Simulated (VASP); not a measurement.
# CoSi: relaxation of the cell, by functional

CoSi, P2_13 (no. 198), 8 atoms in the cell.

| Functional | Volume (A^3) | Pressure left (GPa) | Ionic steps | SCF steps in all | Time (s) |
|---|---|---|---|---|---|
| GDSMFB | 82.900 | 0.06 | 10 | 94 | 700 |
| xPBE | 87.605 | -0.09 | 8 | 71 | 640 |
| B97-GGA1 | 80.118 | -0.04 | 11 | 123 | 902 |

## Input of the first row

INCAR:
```
SYSTEM = CoSi
PREC = Accurate
ENCUT = 600
EDIFF = 1E-7
ISMEAR = 0
SIGMA = 0.02
LREAL = .False.
LASPH = .True.
ALGO = Normal
NELM = 100
ISIF = 3
LWAVE = .False.
LCHARG = .False.
ISPIN = 2
MAGMOM = 2 2 2 2 0 0 0 0
LORBIT = 11
LMAXMIX = 4
IBRION = 2
NSW = 40
EDIFFG = -0.01
GGA_COMPAT = .False.
GGA = LIBXC
LIBXC1 = LDA_XC_GDSMFB
```

KPOINTS:
```
k-points
0
Gamma
  5 5 5
```

POSCAR:
```
CoSi
1.0
    4.4380000000      0.0000000000      0.0000000000
    0.0000000000      4.4380000000      0.0000000000
    0.0000000000      0.0000000000      4.4380000000
Co Si
4 4
Direct
    0.8600000000      0.6400000000      0.3600000000
    0.6400000000      0.3600000000      0.8600000000
    0.3600000000      0.8600000000      0.6400000000
    0.1400000000      0.1400000000      0.1400000000
    0.1570000000      0.3430000000      0.6570000000
    0.3430000000      0.6570000000      0.1570000000
    0.6570000000      0.1570000000      0.3430000000
    0.8430000000      0.8430000000      0.8430000000
```

Commands:
```
cat potpaw_PBE.64/Co/POTCAR potpaw_PBE.64/Si/POTCAR > POTCAR
mpirun -np 1 vasp_std > vasp.out
```

Changes of the last row against the first:
```
- LIBXC1 = LDA_XC_GDSMFB
+ LIBXC1 = GGA_XC_B97_GGA1
```

VASP 6.6.1 took 700 s on 1 core (Intel Xeon Platinum 8259CL @ 2.50GHz (Skylake/Cascade Lake)), a shared host.
